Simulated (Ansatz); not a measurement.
Input and command of a plane-wave DFT calculation in Ansatz:

```yaml
crystal:
  lattice:
    - [0.0, 2.5488057606, 2.5488057606]
    - [2.5488057606, 0.0, 2.5488057606]
    - [2.5488057606, 2.5488057606, 0.0]
  atoms:
    - { symbol: Hf, position: [0.0, 0.0, 0.0] }
    - { symbol: O, position: [0.2671649016, 0.2328350984, 0.2671649016] }
    - { symbol: O, position: [0.7671649016, 0.7328350984, 0.7671649016] }
basis:
  ecutwfc: 420
kpoints:
  mp_grid: { grid: [8, 8, 8] }
hamiltonian:
  xc: pbe
scf:
  occupations: { method: gaussian, width: 0.05 }
output:
  forces: true
  stress: true
  eigenvalues: true
```

```bash
ansatz run input.yaml --threads 1 --pin off --max-ram 2560MiB --backend cpu --events-out ev --progress --plain --runs-dir out
```

Processor: Intel(R) Xeon(R) Platinum 8259CL CPU @ 2.50GHz (Skylake/Cascade Lake), 1 thread, on a host shared with other jobs.

**Question.** How long does it run, and how much memory does it take?

**Answer.** About 3.9 s on 1 thread of Intel(R) Xeon(R) Platinum 8259CL CPU @ 2.50GHz (Skylake/Cascade Lake) (shared host), peak memory 0.4 GiB. It solves 23 bands at 59 k points (the mesh reduced by the symmetry that the task leaves, which can be less than the crystal's) with about 645 plane waves, in 6 SCF iterations.
